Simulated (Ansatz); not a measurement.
# WS2: the cost of one run

Method: DFT PBE+D3(BJ), scalar-relativistic, plane waves, PAW, in Ansatz 0.2.0.

17 further runs of the same task are left out: 17 set aside as unsound or not needed.

### 1 The structure to begin with

Symmetry: P-6m2, No. 187, hexagonal system. The conventional cell has a = 3.160 Å, b = 3.160 Å, c = 32.291 Å, α = 90.00°, β = 90.00°, γ = 120.00°. Around S (site symmetry 3m) lie 3 W at 2.41 Å. Around W (site symmetry -6m2) lie 6 S at 2.41 Å.

Structure file:

```xyz
3
Lattice="3.1600 0.0000 0.0000 -1.5800 2.7366 0.0000 0.0000 0.0000 32.2911" Properties=species:S:1:pos:R:3 pbc="T T T"
S     0.0000    1.8244   14.5695
W     1.5800    0.9122   16.1455
S     0.0000    1.8244   17.7215
```

This is the geometry at the first point of the grid.

### 2 Setting up the map

Atoms count from 1 in the order of the input.

The lattice constant and the thickness of a sheet are varied, nothing relaxed.

First coordinate, lattice constant a of the sheet (both vectors scaled alike): 7 values from 2.970 to 3.349 Å. Second coordinate, thickness: height of S3 above S1, all heights scaled alike: 7 values from 2.906 to 3.398 Å.

Nothing else is relaxed. Points are written as (first, second).

### 3 Point (2.970 Å, 2.906 Å)

The sheet is isolated along c: the input cuts the Coulomb interaction between periodic copies.

input.yaml reads:

```yaml
crystal:
  lattice:
    - [2.97, 0.0, 0.0]
    - [-1.485, 2.5720954492, 0.0]
    - [0.0, 0.0, 32.2910878415]
  atoms:
    - { symbol: S, position: [0.3333333333, 0.6666666667, 0.4550091869] }
    - { symbol: W, position: [0.6666666667, 0.3333333333, 0.5000061204] }
    - { symbol: S, position: [0.3333333333, 0.6666666667, 0.5450030581] }
  periodic: [true, true, false]
basis:
  ecutwfc: 420
kpoints:
  mp_grid: { grid: [12, 12, 1] }
hamiltonian:
  xc: pbe
  pseudopotentials: { kind: paw, azcp: { folder: soft_1 } }
  dispersion: d3bj
scf:
  occupations: { method: gaussian, width: 0.02 }
output:
  forces: true
  stress: true
  eigenvalues: true
```

The run is started by

```sh
$ ansatz run input.yaml --threads 1 --pin off --max-ram 3072MiB --backend cpu --events-out ev --progress --plain --runs-dir out
```

**Question.** How long does this run take on 1 thread of Arm Neoverse V2, shared host, and how much memory does it need?

About 9.5 s, with a peak of 0.39 GiB.
